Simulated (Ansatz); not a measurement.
## Residual resistivity of an alloy: Pt(111) with 4 layers of random Pt-Ti, 2x2

How strongly does chemical disorder scatter in Pt(111) with 4 layers of random Pt-Ti, 2x2?

Program: Ansatz 0.2.0. Level of theory: Ansatz plane-wave DFT, PBE, PAW files; ballistic transport by layer matching (Landauer), zero bias; PAW set soft_1. Results are calculated unless marked as measured.

Report form: the programs' logs are mostly left out.

## Step 1: Starting point

The cell holds 40 atoms: 38 Pt and 2 Ti. Its edges and angles: a = 5.546 Å, b = 5.546 Å, c = 22.699 Å, α = 93.5°, β = 86.5°, γ = 120.0°. It derives from Pt. Regions: lead, 24 atoms (24 Pt); scattering region, 16 atoms (14 Pt and 2 Ti). The structure is stacked along c, and the current runs across the ab planes.

## Step 2: With 4 alloy layers

In 4 layers a share of 0.125 of the sites is given to Ti at random. The layers about the cell's end stay perfect and serve as the lead. Energies from -0.05 to 0.05 eV in steps of 0.05 eV are too few for the program's thermal sum, so it prints no conductance; for a metal the transmission near the Fermi level serves, at a fraction of the cost.

input.yaml

```yaml
crystal:
  lattice:
    - [5.5462627489, 0.0, 0.0]
    - [-2.7731313745, 4.8032044366, 0.0]
    - [1.3865656872, -0.8005340728, 22.6425228571]
  atoms:
    - { symbol: Pt, position: [0.9916666667, 0.0083333333, 0.05] }
    - { symbol: Pt, position: [0.9916666667, 0.5083333333, 0.05] }
    - { symbol: Pt, position: [0.4916666667, 0.0083333333, 0.05] }
    - { symbol: Pt, position: [0.4916666667, 0.5083333333, 0.05] }
    - { symbol: Pt, position: [0.1416666667, 0.3583333333, 0.15] }
    - { symbol: Pt, position: [0.1416666667, 0.8583333333, 0.15] }
    - { symbol: Pt, position: [0.6416666667, 0.3583333333, 0.15] }
    - { symbol: Pt, position: [0.6416666667, 0.8583333333, 0.15] }
[... 28 atom lines left out ...]
    - { symbol: Pt, position: [0.8416666667, 0.1583333333, 0.95] }
    - { symbol: Pt, position: [0.8416666667, 0.6583333333, 0.95] }
    - { symbol: Pt, position: [0.3416666667, 0.1583333333, 0.95] }
    - { symbol: Pt, position: [0.3416666667, 0.6583333333, 0.95] }
kpoints:
  mp_grid: { grid: [5, 5, 1] }
hamiltonian:
  xc: pbe
  pseudopotentials: { kind: paw, azcp: { folder: soft_1 } }
scf:
  occupations: { method: fermi_dirac, width: 0.1 }
output:
  transmission:
    leads: [[0, 4]]
    kmesh: [10, 10]
    e_range: [-0.05, 0.05]
    de: 0.05
  write_potential: true
  write_density: true
  volumetric_format: npy
```

The run is started by

```
$ ansatz run input.yaml --threads 4 --pin off --max-ram 15360MiB --backend cpu --events-out ev --progress --plain --runs-dir out
```

The job ended after 3.6 min (4 threads of Arm Neoverse V2, shared host; peak memory 4.9 GiB; 13 min of CPU time).

Numbers from this step:

| Property | Result |
| --- | --- |
| free energy | -480943.6700 eV |
| energy at zero smearing | -480942.6680 eV |
| Fermi energy | 23.07 eV |
| cell area | 26.64 Å² |
| transmission per spin nearest the Fermi level | 3.055 |
| open channels per spin nearest the Fermi level | 6.81 |
| step of the lead's potential | 9.2 meV |

Per spin. The transmission, zone mean by energy, zero at the Fermi level:

```
energy (eV)  transmission, zone mean
    -0.0500                     3.28
     0.0000                     3.06
     0.0500                     2.85
```

Per spin. The open channels, zone mean, lead by energy, zero at the Fermi level:

```
energy (eV)  open channels, zone mean, lead
    -0.0500                            7.28
     0.0000                            6.81
     0.0500                            6.21
```

Transmission over k1 and k2. At 0.0000 eV from the Fermi level.

Values, 10 rows by 10 columns:
```
3.26 4.47 3.37 3.33 3.69 3.97 3.61 2.40 1.48 2.10
2.10 3.37 4.16 3.61 3.23 3.71 3.04 2.10 1.57 1.48
2.24 3.33 3.61 3.98 2.40 4.04 2.88 2.37 2.10 2.40
3.75 3.69 3.23 2.40 2.86 3.28 1.04 2.88 3.04 3.61
3.67 3.97 3.71 4.04 3.28 3.03 3.28 4.04 3.71 3.97
3.75 3.61 3.04 2.88 1.04 3.28 2.86 2.40 3.23 3.69
2.24 2.40 2.10 2.37 2.88 4.04 2.40 3.98 3.61 3.33
2.10 1.48 1.57 2.10 3.04 3.71 3.23 3.61 4.16 3.37
3.26 2.10 1.48 2.40 3.61 3.97 3.69 3.33 3.37 4.47
4.04 3.26 2.10 2.24 3.75 3.67 3.75 2.24 2.10 3.26
```
Columns: k1 (b1) from -0.5 to 0.4; rows upwards: k2 (b2) from -0.5 to 0.4.

Open channels over k1 and k2. At 0.0000 eV from the Fermi level.

Ten even steps from '_' (3.0) to '@' (10.0):
```
@@##======##@@..__..
::==##++++##==::____
====++%%..%%++==::..
@@==++..%%%%..++==@@
@@####%%%%::%%%%####
@@@@==++..%%%%..++==
==..::==++%%..%%++==
::____::==##++++##==
@@..__..@@##======##
@@@@::==@@@@@@==::@@
```
Columns: k1 (b1) from -0.5 to 0.4; rows upwards: k2 (b2) from -0.5 to 0.4.

Over the solved energies the transmission per spin lies between 2.85 and 3.28, out of 6.77 channels of the lead on average (up to 7.28).

## Step 3: With 8 alloy layers

In 8 layers a share of 0.125 of the sites is given to Ti at random. A fresh draw is used; the growth of the resistance with length is what counts.

System of this step: Pt(111) with 8 layers of random Pt-Ti, 2x2. The cell holds 56 atoms: 52 Pt and 4 Ti. Its edges and angles: a = 5.546 Å, b = 5.546 Å, c = 31.740 Å, α = 87.5°, β = 92.5°, γ = 120.0°. It derives from Pt. Regions: lead, 24 atoms (24 Pt); scattering region, 32 atoms (28 Pt and 4 Ti). The structure is stacked along c, and the current runs across the ab planes.

input.yaml

```yaml
crystal:
  lattice:
    - [5.5462627489, 0.0, 0.0]
    - [-2.7731313745, 4.8032044366, 0.0]
    - [-1.3865656872, 0.8005340728, 31.6995319999]
  atoms:
    - { symbol: Pt, position: [0.005952381, 0.994047619, 0.0357142857] }
    - { symbol: Pt, position: [0.005952381, 0.494047619, 0.0357142857] }
    - { symbol: Pt, position: [0.505952381, 0.994047619, 0.0357142857] }
    - { symbol: Pt, position: [0.505952381, 0.494047619, 0.0357142857] }
    - { symbol: Pt, position: [0.1845238095, 0.3154761905, 0.1071428571] }
    - { symbol: Pt, position: [0.1845238095, 0.8154761905, 0.1071428571] }
    - { symbol: Pt, position: [0.6845238095, 0.3154761905, 0.1071428571] }
    - { symbol: Pt, position: [0.6845238095, 0.8154761905, 0.1071428571] }
[... 44 atom lines left out ...]
    - { symbol: Pt, position: [0.3273809524, 0.1726190476, 0.9642857143] }
    - { symbol: Pt, position: [0.3273809524, 0.6726190476, 0.9642857143] }
    - { symbol: Pt, position: [0.8273809524, 0.1726190476, 0.9642857143] }
    - { symbol: Pt, position: [0.8273809524, 0.6726190476, 0.9642857143] }
kpoints:
  mp_grid: { grid: [5, 5, 1] }
hamiltonian:
  xc: pbe
  pseudopotentials: { kind: paw, azcp: { folder: soft_1 } }
scf:
  occupations: { method: fermi_dirac, width: 0.1 }
output:
  transmission:
    leads: [[0, 4]]
    kmesh: [10, 10]
    e_range: [-0.05, 0.05]
    de: 0.05
  write_potential: true
  write_density: true
  volumetric_format: npy
```

The job ended after 8.7 min (4 threads; peak memory 8.5 GiB).

Numbers from this step:

```yaml
free_energy: -661296.3552 eV
energy_at_zero_smearing: -661295.1152 eV
fermi_energy: 22.93 eV
transmission_per_spin_nearest_the_fermi_level: 2.704
open_channels_per_spin_nearest_the_fermi_level: 6.78
step_of_the_lead_s_potential: 42.1 meV
```

Per spin. Table of transmission, zone mean by energy, zero at the Fermi level:

```
energy (eV)  transmission, zone mean
    -0.0500                     2.84
     0.0000                     2.70
     0.0500                     2.55
```

Over the solved energies the transmission per spin lies between 2.55 and 2.84, out of 6.76 channels of the lead on average (up to 7.1). The log calls the step of a lead's potential too much.

## Step 4: With 12 alloy layers

In 12 layers a share of 0.125 of the sites is given to Ti at random. A fresh draw is used; the growth of the resistance with length is what counts.

System of this step: Pt(111) with 12 layers of random Pt-Ti, 2x2. The cell holds 72 atoms: 66 Pt and 6 Ti. Its edges and angles: a = 5.546 Å, b = 5.546 Å, c = 40.757 Å, α = 90.0°, β = 90.0°, γ = 120.0°. It derives from Pt. Regions: lead, 24 atoms (24 Pt); scattering region, 48 atoms (42 Pt and 6 Ti). The structure is stacked along c, and the current runs across the ab planes.

input.yaml

```yaml
crystal:
  lattice:
    - [5.5462627489, 0.0, 0.0]
    - [-2.7731313745, 4.8032044366, 0.0]
    - [0.0, 0.0, 40.7565411427]
  atoms:
    - { symbol: Pt, position: [0.0, 0.0, 0.0277777778] }
    - { symbol: Pt, position: [0.0, 0.5, 0.0277777778] }
    - { symbol: Pt, position: [0.5, 0.0, 0.0277777778] }
    - { symbol: Pt, position: [0.5, 0.5, 0.0277777778] }
    - { symbol: Pt, position: [0.1666666667, 0.3333333333, 0.0833333333] }
    - { symbol: Pt, position: [0.1666666667, 0.8333333333, 0.0833333333] }
    - { symbol: Pt, position: [0.6666666667, 0.3333333333, 0.0833333333] }
    - { symbol: Pt, position: [0.6666666667, 0.8333333333, 0.0833333333] }
[... 60 atom lines left out ...]
    - { symbol: Pt, position: [0.3333333333, 0.1666666667, 0.9722222222] }
    - { symbol: Pt, position: [0.3333333333, 0.6666666667, 0.9722222222] }
    - { symbol: Pt, position: [0.8333333333, 0.1666666667, 0.9722222222] }
    - { symbol: Pt, position: [0.8333333333, 0.6666666667, 0.9722222222] }
kpoints:
  mp_grid: { grid: [5, 5, 1] }
hamiltonian:
  xc: pbe
  pseudopotentials: { kind: paw, azcp: { folder: soft_1 } }
scf:
  occupations: { method: fermi_dirac, width: 0.1 }
output:
  transmission:
    leads: [[0, 4]]
    kmesh: [10, 10]
    e_range: [-0.05, 0.05]
    de: 0.05
  write_potential: true
  write_density: true
  volumetric_format: npy
```

Wall time 24 min (4 threads); peak memory 8.4 GiB; 90 min of CPU time.

This step gave:

| Quantity | Value |
| --- | --- |
| free energy | -841646.5346 eV |
| energy at zero smearing | -841644.9092 eV |
| Fermi energy | 22.84 eV |
| transmission per spin nearest the Fermi level | 1.604 |
| open channels per spin nearest the Fermi level | 6.89 |
| step of the lead's potential | 6.1 meV |

Per spin. Table of transmission, zone mean by energy, zero at the Fermi level:

```
energy (eV)  transmission, zone mean
    -0.0500                     1.70
     0.0000                     1.60
     0.0500                     1.52
```

Over the solved energies the transmission per spin lies between 1.52 and 1.70, out of 6.75 channels of the lead on average (up to 7.14).

## Step 5: Resistance against length

This step: Ansatz plane-wave DFT, PBE, PAW files; ballistic transport by layer matching (Landauer), zero bias; residual resistivity from the slope of the area resistance, atoms on the host's lattice; PAW set soft_1 (Ansatz 0.2.0).

Numbers from this step:

| Quantity | Value |
| --- | --- |
| resistivity | 55.98 µΩ cm |
| intercept | -0.01104 fΩ m² |
| scatter about the fit | 0.1675 fΩ m² |

Resistance, by row:

```
run  length (Å)      T  channels N  RA (fΩ m²)
 n4       9.057  3.063       6.767      0.6144
 n8       18.11  2.697       6.757      0.7661
n12       27.17  1.608       6.747       1.628
```

The area resistance by length of the alloy:

```
length of the alloy (Å)  area resistance (fΩ m²)
                   9.06                    0.614
                  18.11                    0.766
                  27.17                     1.63
```

The area resistance goes from 0.61 to 1.6 fΩ m² between 9.1 and 27.2 Å, a slope of 56 µΩ cm.

By hand from the end points: (1.628 − 0.6144) fΩ m² / (27.17 − 9.06) Å = 56 µΩ cm, since 1 fΩ m² per Å is 1000 µΩ cm.

## Step 6: Summary of results

```yaml
resistivity_from_the_slope: 56.0 µΩ cm
area_resistance_over_9p06_a: 0.614 fΩ m²
area_resistance_over_18p1_a: 0.766 fΩ m²
area_resistance_over_27p2_a: 1.63 fΩ m²
```

In words: The slope gives 56 µΩ cm. The points scatter by 0.17 fΩ m² about the line, with one random draw a length in a 2x2 cell, so the slope is a rough value. Read with a model of isotropic scattering on a spherical Fermi surface and the lead's 2.0×10¹⁵ S/m², this slope means a mean free path near 6.8 Å; over these lengths the model's slope is within 3 % of its bulk resistivity. The draw over the shortest length came out nearly ordered, with 8 symmetry operations, so that point is a poor sample of a random alloy. The atoms sit on the host's lattice, so scattering by size misfit is left out. Spin-orbit coupling is left out, which matters for Pt. A lead's potential steps by up to 42 meV from period to period, which the log calls too much, so longer leads could move the result.

[Logs are printed without paths, hosts, clocks, repeated set-up lines and the standing remarks that a program may print on its own settings, such as how far it seeks lower states.]

[Hosts, paths, dates, database ids (printed as entryN), source tags and the programs' standing remarks are cut or masked in the printed files.]
